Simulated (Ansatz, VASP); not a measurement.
C: VASP beside Ansatz

```
C
1.0
     0.00000    1.86730    1.82757
     1.60244    0.00000    1.82757
     1.60244    1.86730    0.00000
C
2
Direct
  0.50000 0.50000 0.50000
  0.75000 0.75000 0.75000
```

Change from the starting cell: strain +e along x and -e along y -0.0750, strain +e along z and -e/2 along x and y +0.0350.

Alike in both runs: task single point; functional LDA; k mesh 12 × 12 × 12; occupations gaussian, width 0.05 eV; no spin polarisation.

|  | VASP | Ansatz |
| --- | --- | --- |
| version | VASP 6.6.1 | Ansatz 0.2.0 |
| potentials or method | VASP PAW LDA potentials, release 64 (C) | scalar-relativistic, plane waves, PAW |
| plane-wave cutoff (eV) | 520 | 520 |
| valence electrons in the cell | 8 | 8 |

|  | VASP | Ansatz | Ansatz less VASP |
| --- | --- | --- | --- |
| gap on the k mesh at the Fermi level (eV) | 0.72 | 0.73 | +0.013 |
| least direct gap on the mesh (eV) | 3.43 | 3.43 | -0.002 |
| pressure (GPa) | 5.0 | 3.3 | -1.70 |
| largest component of the traceless stress (GPa) | 77.76 | 77.92 | +0.160 |

Ansatz warned: «pseudo_functional_mismatch».
